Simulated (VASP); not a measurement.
## InSb3: equation of state with PBEsol

InSb3:

```
Sb In
1.0
     4.80637    0.00000    0.00000
     0.00000    4.80637    0.00000
     0.00000    0.00000    4.80637
Sb In
3 1
Direct
  0.50000 0.50000 0.00000
  0.00000 0.50000 0.50000
  0.50000 0.00000 0.50000
  0.00000 0.00000 0.00000
```

The cell comes from a database or a generator and needn't be the stable form of this composition.

- Program: VASP 6.6.1
- Task: equation of state
- Functional: PBEsol
- Potentials or basis: VASP PAW PBE potentials, release 64 (Sb, In_d)
- Cutoff: 520 eV
- k mesh: 6 × 6 × 6
- Occupations: fermi-dirac, width 0.05 eV
- Spin: no spin polarisation
- Ladder: free
- Further INCAR settings: ALGO = Normal; EDIFF = 1e-07; NBANDS = 22

| Item | Value |
| --- | --- |
| Equilibrium volume | 26.40 Å³/atom |
| Bulk modulus | 61 GPa |
| Pressure derivative of the bulk modulus | 5.1 |

Energy against volume, from the lowest point:
```csv
volume (Å³/atom),energy (meV/atom)
26.093,0.24
26.648,0.00
27.203,3.92
27.758,11.52
28.313,22.38
28.868,36.09
29.424,52.26
```

All runs of the series together: 2.8 min on 1 thread of AMD EPYC 9R14 (Zen 4) (shared host).

Caveat: the PAW data sets were made with another functional, which shifts forces and pressure a little. The run has no spin-orbit coupling, so splittings on Sb are missing.
